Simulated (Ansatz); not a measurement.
## Ionic part of the dielectric constant of HfO2 at 30 GPa, mode by mode

The calculation used DFT PBEsol, scalar-relativistic, plane waves, PAW (Ansatz). Settings: 420 eV plane-wave cutoff, Γ-centred 8×8×8 mesh, fixed occupations. No spin polarisation. Phonons by linear response, acoustic sum rule imposed.

It takes space group Fm-3m (No. 225, cubic). Conventional cell: a = 4.889 Å, b = 4.889 Å, c = 4.889 Å, α = 90.00°, β = 90.00°, γ = 90.00°. Around Hf (site symmetry m-3m) lie 8 O at 2.12 Å. O (site symmetry -43m) is surrounded by 4 Hf at 2.12 Å.

Spin–orbit coupling is left out, which matters for heavy elements. Other phases may be more stable at this pressure.

The primitive cell has V = 29.22 Å³ and ε∞,zz = 5.369. Each polar mode adds Δε = (4.92064×10⁷/V)·S/ν² along z, with S its oscillator strength in e²/amu, ν in cm⁻¹ and V in Å³.

Q: From these modes, find each Δε and ε0,zz.
```csv
ν (cm⁻¹),S_zz (e²/amu)
327.9,1.161
```

A:
```tsv
ν (cm⁻¹)	Δε
327.9	18.18
```

The sum is 18.184, so ε0,zz = 23.55; the run's tensor has 23.55.

Q: Where do the longitudinal modes lie for a wave vector along z?

A: At 687 cm⁻¹. The Lyddane–Sachs–Teller product Π(ν_LO/ν_TO)² = 4.39 matches ε0/ε∞ = 4.39.

This fluorite-type form isn't the usual stable structure of the compound at low pressure.

Cost: 1 run of about 0.46 core-minutes, on Intel Xeon Platinum 8488C (Sapphire Rapids) (shared hosts).